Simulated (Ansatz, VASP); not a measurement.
## One calculation of AlN, two programs

Contents of INCAR:

```
PREC     = Accurate       # precision mode
ENCUT    = 520            # plane-wave cutoff, eV
EDIFF    = 1E-6           # SCF threshold, eV
ISMEAR   = 0              # smearing method
SIGMA    = 0.1            # smearing width, eV
LREAL    = F              # projectors in reciprocal space
LASPH    = T              # aspherical terms in the spheres
NELM     = 100            # most SCF steps
ALGO     = Normal         # electronic algorithm
ISIF     = 2              # what is computed and relaxed
LWAVE    = F              # write WAVECAR
LCHARG   = F              # write CHGCAR
GGA      = PE             # functional
NBANDS   = 11             # bands
```

The input KPOINTS:

```
Automatic mesh
0
Gamma
  6 6 6
```

The input POSCAR:

```
AlN
1.0
    0.0000000000      2.0345180000      2.0345180000
    2.0345180000      0.0000000000      2.0345180000
    2.0345180000      2.0345180000      0.0000000000
Al N
1 1
Direct
    0.5000000000      0.5000000000      0.5000000000
    0.0000000000      0.0000000000      0.0000000000
```

Input for Ansatz:

```yaml
crystal:
  lattice:
    - [0.0, 2.034518, 2.034518]
    - [2.034518, 0.0, 2.034518]
    - [2.034518, 2.034518, 0.0]
  atoms:
    - { symbol: Al, position: [0.5, 0.5, 0.5] }
    - { symbol: "N", position: [0.0, 0.0, 0.0] }
basis:
  ecutwfc: 420
kpoints:
  mp_grid: { grid: [6, 6, 6] }
hamiltonian:
  xc: pbe
scf:
  occupations: { method: gaussian, width: 0.1 }
output:
  forces: true
  stress: true
  eigenvalues: true
```

Measurements of this composition are mostly on another form, of space group No. 186.

Alike in both runs: task single point; functional PBE; k mesh 6 × 6 × 6; occupations gaussian, width 0.1 eV; no spin polarisation.

|  | VASP | Ansatz |
| --- | --- | --- |
| version | VASP 6.6.1 | Ansatz 0.2.0 |
| potentials or method | VASP PAW PBE potentials, release 64 (Al, N) | scalar-relativistic, plane waves, PAW |
| plane-wave cutoff (eV) | 520 | 420 |
| valence electrons in the cell | 8 | 8 |

|  | VASP | Ansatz | Ansatz less VASP |
| --- | --- | --- | --- |
| gap on the k mesh at the Fermi level (eV) | 4.42 | 4.44 | +0.022 |
| least direct gap on the mesh (eV) | 5.40 | 5.39 | -0.010 |
| pressure (GPa) | 0.0 | 0.3 | +0.28 |

Caveats: the k mesh is coarse (spacing up to 0.45 Å⁻¹), so the values aren't converged. A k mesh can miss the band edges. PBE gaps usually lie below the measured ones, often by a third to a half.
